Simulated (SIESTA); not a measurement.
Runs of SIESTA 5.4.2 on CdSe (Cadmoselite). It takes space group P6_3mc (No. 186, hexagonal). The conventional cell has a = 4.300 Å, b = 4.300 Å, c = 7.020 Å, α = 90.00°, β = 90.00°, γ = 120.00°. Cd (site symmetry 3m) is surrounded by 4 Se at 2.61 to 2.70 Å. Around Se (site symmetry 3m) lie 4 Cd at 2.61 to 2.70 Å. 

| level | potentials or basis | spin | k mesh | gap on the mesh (eV) | pressure (GPa) | moment (μB) | largest force (eV/Å) |
| --- | --- | --- | --- | --- | --- | --- | --- |
| RPBE | PseudoDojo 0.4 standard (PBE files), DZP (energy shift 0.002 Ry) | off | 7 × 7 × 4 | 1.12 | 6.0 | - | 0.34 |
| PBE | PseudoDojo 0.4 standard (PBE files, fully relativistic), DZP (energy shift 0.002 Ry) | non-collinear, zero start, SOC | 5 × 5 × 3 | (b) | 3.6 | 0.00 | 0.33 |
| PBE | PseudoDojo 0.4 standard (PBE files, fully relativistic), TZP (energy shift 0.002 Ry) | non-collinear, zero start, SOC | 5 × 5 × 3 | 0.77 | 3.8 | 0.00 | 0.32 |
| PBE | PseudoDojo 0.4 standard (PBE files), DZP (energy shift 0.002 Ry) | off | 7 × 7 × 4 | (a) | 4.0 | - | 0.33 |

Alike in all rows: task band structure; cell as given; smearing fermi-dirac 0.05 eV; grid cutoff 800 Ry; energy shift 0.002 Ry.

Question: Fill in the values left out.

Answer: (a) 0.96; (b) 0.84.

Caveats: semicore shells carry a single zeta, which can move pressures by several GPa and volumes by a few percent; the basis of atomic orbitals isn't converged, which shifts pressures, moduli and gaps; the potentials were made for another functional, which shifts forces and pressure (some runs).

A k mesh can miss the band edges, and rows without SOC leave out spin-orbit coupling on Cd, Se.
